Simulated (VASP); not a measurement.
The system is Pd.

```
Pd
1.0
     2.75046    0.00000    0.00000
    -1.37523    2.38197    0.00000
     0.00000    0.00000    4.49241
Pd
2
Direct
  0.33333 0.66667 0.75000
  0.66667 0.33333 0.25000
```

The cell was built by a generator and needn't be a form met in nature.

```yaml
Program: VASP 6.6.1
Task: relaxation of cell and atoms
Functional: PBE
Potentials_or_basis: VASP PAW PBE potentials, release 64 (Pd)
Cutoff: 600 eV
k_mesh: 8 × 8 × 4
Occupations: gaussian, width 0.05 eV
Spin: no spin polarisation
```

At the start: pressure 8.1 GPa; volume 14.72 Å³/atom.

Problem. How do energy, volume and symmetry change on relaxing?

Solution. Over 6 steps the energy falls by 18.4 meV/atom and the volume is 15.36 Å³/atom (+4.4 %); space group P6_3/mmc (No. 194, to 0.05 Å).

Step by step:
```
step  energy change (eV)  largest force (eV/Å)  pressure (GPa)  volume (Å³)
   1              0.0000                0.0000            8.11        29.43
   2              0.0215                0.0000           -8.61        32.72
   3             -0.0337                0.0000           -0.36        30.79
   4             -0.0337                0.0000           -0.21        30.77
   5             -0.0362                0.0000           -0.06        30.74
   6             -0.0367                0.0000            0.09        30.72
```

Final structure:
```cif
data_structure
_symmetry_space_group_name_H-M 'P 1'
_symmetry_Int_Tables_number 1
_cell_length_a 2.7681
_cell_length_b 2.7681
_cell_length_c 4.6290
_cell_angle_alpha 90.000
_cell_angle_beta 90.000
_cell_angle_gamma 120.000
_cell_volume 30.72
loop_
_atom_site_label
_atom_site_type_symbol
_atom_site_fract_x
_atom_site_fract_y
_atom_site_fract_z
_atom_site_occupancy
Pd1 Pd 0.33333 0.66667 0.75000 1
Pd2 Pd 0.66667 0.33333 0.25000 1
```
